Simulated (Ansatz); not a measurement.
**NbP (I4_1md), zone-centre modes**

Method: Ansatz, DFT PBEsol, scalar-relativistic, plane waves, PAW. The runs took a 420 eV cutoff, a Γ-centred 14×14×4 mesh and Gaussian smearing (0.15 eV). No spin polarisation.

Reference structure (relaxed at this level; it needn't be the usual structure):

```
Nb P
1.0
     0.00000   -3.32025    0.00000
    -3.32025    0.00000    0.00000
     0.00000    0.00000  -11.29039
Nb P
4 4
Direct
  0.00000 0.00000 0.24981
  0.50000 0.50000 0.74981
  0.00000 0.50000 0.49981
  0.50000 0.00000 0.99981
  0.00000 0.00000 0.66756
  0.50000 0.50000 0.16756
  0.50000 0.00000 0.41756
  0.00000 0.50000 0.91756
```

Harmonic modes by finite displacements of 0.02 Å, without the LO–TO term. The cell doubles the primitive one, so its zone centre also holds the primitive cell's point q = (1/2, 1/2, 1/2).

Question: At this geometry, is the structure stable against these modes?

Answer: Yes: no mode is imaginary beyond 10 cm⁻¹, and only the three translations lie near zero.

Question: List the wavenumbers in cm⁻¹.

Answer: 0, 0, 0, 97, 97, 158, 158, 178, 178, 188, 188, 258, 333, 333, 337, 337, 371, 371, 376, 380, 380, 380, 380, 391.

Cost: 1 run of about 5.2 core-minutes, on Intel Xeon 6975P-C (Granite Rapids) (shared hosts).